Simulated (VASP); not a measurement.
# W (Im-3m) in VASP: further runs

The runs below take W through relaxation of cell and atoms, with PBE.

Program: VASP 6.6.1. These are calculated values, not measurements. Logs are shortened: lines on timing, memory, paths and dates and some standing lists are left out, and cuts for length are marked.

## (1) The crystal as given

The structure is cubic, space group Im-3m (No. 229). Conventional cell: a = 3.165 Å, b = 3.165 Å, c = 3.165 Å, α = 90.00°, β = 90.00°, γ = 90.00°. W (site symmetry m-3m) is surrounded by 8 W at 2.74 Å.

## (2) Relaxation of cell and atoms, PBE

Contents of INCAR:

```
PREC = Accurate
ENCUT = 520
EDIFF = 1E-7
ISMEAR = 0
SIGMA = 0.3
LREAL = F
LASPH = T
NELM = 60
ALGO = Normal
ISIF = 3
LWAVE = F
LCHARG = F
GGA = PE
IBRION = 2
NSW = 80
EDIFFG = -0.002
```

Contents of KPOINTS:

```
Automatic mesh
0
Gamma
  18 18 18
```

Contents of POSCAR:

```
W
1.0
   -1.5823450000      1.5823450000      1.5823450000
    1.5823450000     -1.5823450000      1.5823450000
    1.5823450000      1.5823450000     -1.5823450000
W
1
Direct
    0.0000000000      0.0000000000      0.0000000000
```

Potentials or basis: VASP PAW PBE potentials, release 64 (W_sv).

Started as:

```bash
cat potpaw_PBE.64/W_sv/POTCAR > POTCAR
mpirun -np 1 vasp_std > vasp.out
```

OUTCAR:

```text
PREC = Accurate
   ENCUT = 520
   EDIFF = 1E-7
   ISMEAR = 0
   LREAL = F
   LASPH = T
   NELM = 60
   ISIF = 3
   GGA = PE
   IBRION = 2
   NSW = 80
   EDIFFG = -0.002

 ion  position               nearest neighbor table
   1  0.000  0.000  0.000-

  LATTYP: Found a body centered cubic cell.
 ALAT       =     3.1646900000

  Lattice vectors:

 A1 = (  -1.5823450000,   1.5823450000,   1.5823450000)
 A2 = (   1.5823450000,  -1.5823450000,   1.5823450000)
 A3 = (   1.5823450000,   1.5823450000,  -1.5823450000)

Analysis of symmetry for initial positions (statically):
=====================================================================
 Subroutine PRICEL returns:
 Original cell was already a primitive cell.

 Routine SETGRP: Setting up the symmetry group for a
 body centered cubic supercell.

 Subroutine GETGRP returns: Found 48 space group operations
 (whereof 48 operations were pure point group operations)
 out of a pool of 48 trial point group operations.

The static configuration has the point symmetry O_h .

Analysis of symmetry for dynamics (positions and initial velocities):
=====================================================================
 Subroutine PRICEL returns:
 Original cell was already a primitive cell.

 Routine SETGRP: Setting up the symmetry group for a
 body centered cubic supercell.

 Subroutine GETGRP returns: Found 48 space group operations
 (whereof 48 operations were pure point group operations)
 out of a pool of 48 trial point group operations.

The dynamic configuration has the point symmetry O_h .

 Subroutine INISYM returns: Found 48 space group operations
 (whereof 48 operations are pure point group operations),
 and found     1 'primitive' translations

----------------------------------------------------------------------------------------

                                     Primitive cell

  volume of cell :      15.8476

  direct lattice vectors                    reciprocal lattice vectors
    -1.582345000  1.582345000  1.582345000     0.000000000  0.315986716  0.315986716
     1.582345000 -1.582345000  1.582345000     0.315986716  0.000000000  0.315986716
     1.582345000  1.582345000 -1.582345000     0.315986716  0.315986716  0.000000000

  length of vectors
     2.740701935  2.740701935  2.740701935     0.446872699  0.446872699  0.446872699

  position of ions in fractional coordinates (direct lattice)
     0.000000000  0.000000000  0.000000000

  ion indices of the primitive-cell ions
   primitive index   ion index
                 1           1

----------------------------------------------------------------------------------------

 KPOINTS: Automatic mesh

Automatic generation of k-mesh.
 Grid dimensions read from file:
 generate k-points for:   18   18   18

 Generating k-lattice:

  Cartesian coordinates                     Fractional coordinates (reciprocal lattice)
     0.000000000  0.017554818  0.017554818     0.055555556  0.000000000  0.000000000
     0.017554818  0.000000000  0.017554818     0.000000000  0.055555556  0.000000000
     0.017554818  0.017554818  0.000000000     0.000000000  0.000000000  0.055555556

  Length of vectors
     0.024826261  0.024826261  0.024826261

  Shift w.r.t. Gamma in fractional coordinates (k-lattice)
     0.000000000  0.000000000  0.000000000

 Subroutine IBZKPT returns following result:
 ===========================================

 Found    195 irreducible k-points:

 Following reciprocal coordinates:
            Coordinates               Weight
  0.000000  0.000000  0.000000      1.000000
  0.055556  0.000000  0.000000     12.000000
  0.111111  0.000000  0.000000     12.000000
  0.166667  0.000000  0.000000     12.000000
  0.222222  0.000000  0.000000     12.000000
  0.277778  0.000000  0.000000     12.000000
[... 16 lines left out ...]
  0.333333  0.111111 -0.000000     48.000000
  0.388889  0.111111  0.000000     48.000000
 [... further k-points ...]
   k-points           NKPTS =    195   k-points in BZ     NKDIM =    195   number of bands    NBANDS=     11
   number of dos      NEDOS =    301   number of ions     NIONS =      1
   total plane-waves  NPLWV =   8000
   dimension x,y,z NGX =    20 NGY =   20 NGZ =   20
   dimension x,y,z NGXF=    40 NGYF=   40 NGZF=   40
   ions per type =               1
   NGX,Y,Z   is equivalent  to a cutoff of  12.13, 12.13, 12.13 a.u.
   NGXF,Y,Z  is equivalent  to a cutoff of  24.26, 24.26, 24.26 a.u.
 SYSTEM =  unknown system
   PREC   = accura    normal or accurate (medium, high low for compatibility)
   ISTART =      0    job   : 0-new  1-cont  2-samecut
   ICHARG =      2    charge: 1-file 2-atom 10-const
   ISPIN  =      1    spin polarized calculation?
   LNONCOLLINEAR =      F non collinear calculations
   LSORBIT =      F    spin-orbit coupling
   LASPH  =      T    aspherical Exc in radial PAW
   ENCUT  =  520.0 eV  38.22 Ry    6.18 a.u.   5.10  5.10  5.10*2*pi/ulx,y,z
   NELM   =     60;   NELMIN=  2; NELMDL= -5     # of ELM steps
   EDIFF  = 0.1E-06   stopping-criterion for ELM
   LREAL  =      F    real-space projection
   EDIFFG = -.2E-02   stopping-criterion for IOM
   NSW    =     80    number of steps for IOM
   IBRION =      2    ionic relax: 0-MD 1-quasi-New 2-CG
   NFREE  =      1    steps in history (QN), initial steepest desc. (CG)
   ISIF   =      3    stress and relaxation
   ISYM   =      2    0-nonsym 1-usesym 2-fastsym
   POTIM  = 0.5000    time-step for ionic-motion
   TEBEG  =    0.0;   TEEND  =   0.0 temperature during run
   PSTRESS=    0.0 pullay stress
   NELECT =      14.0000    total number of electrons
   NUPDOWN=      -1.0000    fix difference up-down
   EMIN   =  10.00;   EMAX   =-10.00  energy-range for DOS
   EFERMI =   0.00;   METHOD = LEGACY
   ISMEAR =     0;   SIGMA  =   0.30  broadening in eV -4-tet -1-fermi 0-gaus
   EFERMI_NEDOS =   21; number of points for ismear=-14 and -15
   IALGO  =     38    algorithm
   IMIX   =      4    mixing-type and parameters
     AMIX     =   0.40;   BMIX     =  1.00
     AMIX_MAG =   1.60;   BMIX_MAG =  1.00
  volume/ion in A,a.u.               =      15.85       106.94
  Fermi-wavevector in a.u.,A,eV,Ry     =   1.570832  2.968442 33.572544  2.467512
  Thomas-Fermi vector in A             =   2.672506
   LORBIT       =      0    0 simple, 1 ext, 2 COOP (PROOUT), +10 PAW based schemes
   GGA     = PE    functional components
   LHFCALC =     F    Hartree Fock is set to
   AEXX    =    0.0000 exact exchange contribution
   IVDW    =     0    specifies the selected vdW correction
   LEPSILON=     F    determine dielectric tensor
   LRPA    =     F    only Hartree local field effects (RPA)
 conjugate gradient relaxation of ions
 non-spin polarized calculation
 Gauss-broadening in eV      SIGMA  =   0.30
  energy-cutoff  :      520.00
  volume of cell :       15.85
 maximum number of plane-waves:       440
   NGX = 11   NGY = 11   NGZ = 11

--------------------------------------- Ionic step        1  -------------------------------------------

 number of electron      14.0000004 magnetization

 Free energy of the ion-electron system (eV)
  ---------------------------------------------------
  ext. energy  EPLUGINS =         0.00000000
  ---------------------------------------------------
  free energy    TOTEN  =       -12.95647735 eV

  energy without entropy =      -12.93298200  energy(sigma->0) =      -12.94472967

------------------------ aborting loop because EDIFF is reached ----------------------------------------

  FORCE on cell =-STRESS in cart. coord.  units (eV):
  Direction    XX          YY          ZZ          XY          YZ          ZX
  --------------------------------------------------------------------------------------
  -------------------------------------------------------------------------------------
  Total        0.6243557      0.6243557      0.6243557     -0.0000000     -0.0000000      0.0000000
  in kB       63.1217647     63.1217647     63.1217647     -0.0000000     -0.0000000      0.0000000
  external PRESSURE =      63.1217647 kB  Pullay stress =       0.0000000 kB
[... 86 lines left out ...]
  FREE ENERGIE OF THE ION-ELECTRON SYSTEM (eV)
  ---------------------------------------------------
  free  energy   TOTEN  =       -12.9626068168 eV

  energy  without entropy=      -12.9388601636  energy(sigma->0) =      -12.95073349

[... ionic steps 4 to 12 ...]

--------------------------------------- Ionic step       13  -------------------------------------------

 number of electron      14.0000000 magnetization

------------------------ aborting loop because EDIFF is reached ----------------------------------------

  FORCE on cell =-STRESS in cart. coord.  units (eV):
  Direction    XX          YY          ZZ          XY          YZ          ZX
  --------------------------------------------------------------------------------------
  -------------------------------------------------------------------------------------
  Total        0.0064510      0.0064510      0.0064510     -0.0000000      0.0000000      0.0000000
  in kB        0.6394906      0.6394906      0.6394906     -0.0000000      0.0000000      0.0000000
  external PRESSURE =       0.6394906 kB  Pullay stress =       0.0000000 kB
[... 55 lines left out ...]
  energy  without entropy=      -12.9388750957  energy(sigma->0) =      -12.95074381

--------------------------------------- Ionic step       15  -------------------------------------------

 number of electron      14.0000000 magnetization

 Free energy of the ion-electron system (eV)
  ---------------------------------------------------
  ext. energy  EPLUGINS =         0.00000000
  ---------------------------------------------------
  free energy    TOTEN  =       -12.96261266 eV

  energy without entropy =      -12.93887361  energy(sigma->0) =      -12.95074314

 E-fermi :  11.1562     XC(G=0): -13.5299

 val. band max:       11.1550646511   @ k =  -0.2778   0.3333   0.2222
 cond. band min:      11.1718269681   @ k =   0.5000   0.5000   0.2222
 fundamental gap:      0.0167623171
 Fermi energy:        11.1561666929

 k-point     1 :       0.0000    0.0000    0.0000
  band No.  band energies     occupation
      1     -63.0458      2.00000
      2     -26.6360      2.00000
      3     -26.6360      2.00000
      4     -26.6360      2.00000
      5       1.6335      2.00000
      6       9.9660      2.00000
      7       9.9660      2.00000
      8       9.9660      2.00000
      9      13.3779      0.00000
     10      13.3779      0.00000
     11      25.6338      0.00000
[... 309 lines left out ...]
 k-point    24 :       0.3889    0.1111    0.0000
  band No.  band energies     occupation
      1     -62.9228      2.00000
      2     -27.7682      2.00000
      3     -27.0621      2.00000
      4     -26.6955      2.00000
      5       5.4384      2.00000
      6       7.8347      2.00000
      7      10.5455      1.99601
      8      13.1432      0.00000
      9      14.4335      0.00000
     10      17.4182      0.00000
     11      21.8080      0.00000

 [... further k-points ...]

------------------------ aborting loop because EDIFF is reached ----------------------------------------

  FORCE on cell =-STRESS in cart. coord.  units (eV):
  Direction    XX          YY          ZZ          XY          YZ          ZX
  --------------------------------------------------------------------------------------
  -------------------------------------------------------------------------------------
  Total        0.0001649      0.0001649      0.0001649      0.0000000     -0.0000000      0.0000000
  in kB        0.0163418      0.0163418      0.0163418      0.0000000     -0.0000000      0.0000000
  external PRESSURE =       0.0163418 kB  Pullay stress =       0.0000000 kB
[... 16 lines left out ...]
  FREE ENERGIE OF THE ION-ELECTRON SYSTEM (eV)
  ---------------------------------------------------
  free  energy   TOTEN  =       -12.9626126643 eV

  energy  without entropy=      -12.9388736105  energy(sigma->0) =      -12.95074314

 reached required accuracy - stopping structural energy minimisation
```

It took 54 s on 1 thread of Intel Xeon 6975P-C (Granite Rapids), shared host; peak memory 0.16 GiB.

Results:

```
Free energy                            : -12.9626 eV
Relaxed volume                         : 16.17 Å³/atom
Relaxed cell                           : a = 2.759 Å, b = 2.759 Å, c = 2.759 Å, α = 109.47°, β = 109.47°, γ = 109.47°
Space group after relaxing (to 0.05 Å) : Im-3m (No. 229)
Energy gained by relaxing              : 6.1 meV/atom
Ionic steps                            : 15
Pressure after relaxing                : 0.0 GPa
Band gap on the k mesh                 : none (metal or under the smearing width)
```

Step by step:
| step | energy change (eV) | largest force (eV/Å) | pressure (GPa) | volume (Å³) |
| --- | --- | --- | --- | --- |
| 1 | 0.0000 | 0.0000 | 6.31 | 15.85 |
| 2 | 0.0637 | 0.0000 | -18.18 | 17.32 |
| 3 | -0.0061 | 0.0000 | -0.16 | 16.17 |
| 4 | -0.0061 | 0.0000 | -0.02 | 16.17 |
| 5 | -0.0061 | 0.0000 | 0.10 | 16.16 |
| 6 | -0.0061 | 0.0000 | 0.12 | 16.16 |
| 7 | -0.0061 | 0.0000 | 0.08 | 16.16 |
| 8 | -0.0061 | 0.0000 | 0.08 | 16.16 |
| 9 | -0.0061 | 0.0000 | 0.08 | 16.16 |
| 10 | -0.0061 | 0.0000 | 0.08 | 16.16 |
| 11 | -0.0061 | 0.0000 | 0.08 | 16.16 |
| 12 | -0.0061 | 0.0000 | 0.09 | 16.16 |
| 13 | -0.0061 | 0.0000 | 0.06 | 16.16 |
| 14 | -0.0061 | 0.0000 | 0.04 | 16.16 |
| 15 | -0.0061 | 0.0000 | 0.00 | 16.17 |

Final structure:
```
W
1.0
    -1.59285    1.59285    1.59285
     1.59285   -1.59285    1.59285
     1.59285    1.59285   -1.59285
W
1
Direct
  0.00000 0.00000 0.00000
```

The run has no spin-orbit coupling, so splittings on W are missing. PBE usually gives volumes a little too large and moduli too small.

## (3) Relaxation of cell and atoms, PBE

This run uses another cell than the first one, of 16.17 Å³/atom, 1.020 times its volume.

INCAR is that of step 2.

KPOINTS is that of step 2.

Contents of POSCAR:

```
W                                       
1.0
   -1.5928527436      1.5928527436      1.5928527436
    1.5928527436     -1.5928527436      1.5928527436
    1.5928527436      1.5928527436     -1.5928527436
  W             
     1
Direct
     0.0000000000000000    0.0000000000000000    0.0000000000000000
```

Potentials or basis: VASP PAW PBE potentials, release 64 (W_sv).

Started as:

```bash
cat potpaw_PBE.64/W_sv/POTCAR > POTCAR
mpirun -np 1 vasp_std > vasp.out
```

Wall time 11 s (1 thread of Intel Xeon 6975P-C (Granite Rapids), shared host); peak memory 0.17 GiB.

Results (log left out):

- Free energy: -12.9628 eV
- Pressure after relaxing: 0.0 GPa
- Band gap on the k mesh: none (metal or under the smearing width)

Final structure:
```
W
1.0
    -1.59285    1.59285    1.59285
     1.59285   -1.59285    1.59285
     1.59285    1.59285   -1.59285
W
1
Direct
  0.00000 0.00000 0.00000
```

Levels at points of the mesh, in eV from the Fermi level:
| k point | band 5 | band 6 | band 7 | band 8 | band 9 | band 10 |
| --- | --- | --- | --- | --- | --- | --- |
| (0.00, 0.00, 0.00) | -9.52 | -1.19 | -1.19 | -1.19 | 2.22 | 2.22 |
| (0.50, 0.00, 0.00) | -6.14 | -3.47 | 0.62 | 2.10 | 3.06 | 5.98 |
| (0.50, 0.50, 0.50) | -5.67 | -5.67 | 5.03 | 5.03 | 5.03 | 8.10 |

Caveat: the relaxation stopped at its first step, so nothing moved.
